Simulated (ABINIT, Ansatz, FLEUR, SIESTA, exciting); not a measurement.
# Cost and result for the band gap of MgS

Symmetry: Fm-3m, No. 225, cubic system. Conventional cell: a = 5.203 Å, b = 5.203 Å, c = 5.203 Å, α = 90.00°, β = 90.00°, γ = 90.00°. Around S (site symmetry m-3m) lie 6 Mg at 2.60 Å. Around Mg (site symmetry m-3m) lie 6 S at 2.60 Å.

```csv
rung,level,program and potentials,cutoff (eV),k mesh,task,core time,chip,band gap (eV),notes
GGA,PBEsol,"Ansatz, PAW datasets made for the crystal",200,9 × 9 × 9,band structure,4.7 s,AMD EPYC 7R13 Zen 3,2.70,4 valence electrons an atom on average; from the band path
GGA,revPBE,"Ansatz, all-electron LAPW, scalar-relativistic",-,9 × 9 × 9,band structure,4.9 s,Arm Neoverse V2,2.92,from the band path
GGA,PBE,"SIESTA, files PseudoDojo sr-pbe-0.4.1-standard, DZP (energy shift 0.003 Ry; two zetas on semicore shells)",-,9 × 9 × 9,band structure,21 s,Arm Neoverse V2,2.72,atomic basis; 8 valence electrons an atom on average; from the band path
GGA,PBE,"exciting, all-electron LAPW+lo, shipped species files, valence relativity iora*",-,6 × 6 × 6,single point,32 s,AMD EPYC 7R43 Zen 3,2.79,mesh may miss the edge
LDA,LDA,"ABINIT, JTH PAW LDA v2.0",544,9 × 9 × 9,band structure,34 s,Arm Neoverse V2,2.57,8 valence electrons an atom on average; from the band path
GGA,PBE,"FLEUR, all-electron, FLAPW",-,9 × 9 × 9,band structure,35 s,Intel Xeon Platinum 8259CL Skylake/Cascade Lake,2.79,from the band path
G0W0,G0W0 on PBE,"ABINIT, PseudoDojo NC SR PBE v0.4.1 standard",1143,6 × 6 × 6,G0W0 quasiparticle levels,12 min,Arm Neoverse V2,4.18,"8 valence electrons an atom on average; response cutoff 109 eV, bands 92"
```

Times are single runs on shared hosts and different chips, so they are rough; meshes, cutoffs and the tasks' sizes weigh on the time. All rows: no spin polarisation. Gaps are the least found on the k mesh or the band path, and a mesh can miss the band edges. The cell comes from a database and isn't always the measured one. Meshes differ between rows, which moves values too. All levels ran on this one cell, unrelaxed unless noted. Meshes are those of the run's cell of 2 atoms unless a note names another. Runs on faulty files, with rough fits or with known faults for this quantity aren't shown. No row holds spin-orbit coupling.

By rung: LDA 2.57; GGA 2.70 to 2.92; G0W0 4.18; GGA in atomic bases 2.72 (eV).
